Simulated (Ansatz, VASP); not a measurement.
# MgI2: VASP beside Ansatz

The input INCAR:

```
  ALGO = Normal
  EDIFF = 1E-6
  ENCUT = 520
  GGA = PE
  ISIF = 2
  ISMEAR = 0
  LASPH = True
  LCHARG = False
  LREAL = False
  LWAVE = False
  NBANDS = 15
  NELM = 80
  PREC = Accurate
  SIGMA = 0.05
```

KPOINTS

```
k-points
0
Gamma
  6 6 4
```

File POSCAR:

```
MgI2
1.0
    4.1537001214      0.0000000000      0.0000000000
   -2.0768500607      3.5972098248      0.0000000000
    0.0000000000      0.0000000000      6.6561400000
Mg I
1 2
Direct
    0.0000000000      0.0000000000      0.0000000000
    0.3333333333      0.6666666667      0.7576300000
    0.6666666667      0.3333333333      0.2423700000
```

Input for Ansatz:

```yaml
crystal:
  lattice:
    - [4.1537001214, 0.0, 0.0]
    - [-2.0768500607, 3.5972098248, 0.0]
    - [0.0, 0.0, 6.65614]
  atoms:
    - { symbol: Mg, position: [0.0, 0.0, 0.0] }
    - { symbol: I, position: [0.3333333333, 0.6666666667, 0.75763] }
    - { symbol: I, position: [0.6666666667, 0.3333333333, 0.24237] }
basis:
  ecutwfc: 420
kpoints:
  mp_grid: { grid: [6, 6, 4] }
hamiltonian:
  xc: pbe
scf:
  occupations: { method: gaussian, width: 0.05 }
output:
  forces: true
  stress: true
  eigenvalues: true
```

Change from the starting cell: strain +0.000 along x and y, -0.030 along z, atoms carried along.

Alike in both runs: task single point; functional PBE; k mesh 6 × 6 × 4; occupations gaussian, width 0.05 eV; no spin polarisation.

|  | VASP | Ansatz |
| --- | --- | --- |
| version | VASP 6.6.1 | Ansatz 0.2.0 |
| potentials or method | VASP PAW PBE potentials, release 64 (Mg, I) | scalar-relativistic, plane waves, PAW |
| plane-wave cutoff (eV) | 520 | 420 |
| valence electrons in the cell | 16 | 44 |

```csv
,VASP,Ansatz,Ansatz less VASP
gap on the k mesh at the Fermi level (eV),3.37,3.39,+0.019
least direct gap on the mesh (eV),3.61,3.63,+0.017
pressure (GPa),2.3,2.3,+0.06
largest component of the traceless stress (GPa),0.76,0.76,-0.007
rms of the force components (eV/Å),0.120,0.124,+0.0044
```

Atom by atom the forces differ by 0.004 eV/Å (rms over components). The two sets of potentials don't hold the same shells in valence.

Caveats: spin-orbit coupling is left out, which moves the levels of the heavy elements; this functional lacks dispersion, which binds the layers, so the pressure and a relaxed spacing across them are unreliable. A k mesh can miss the band edges.
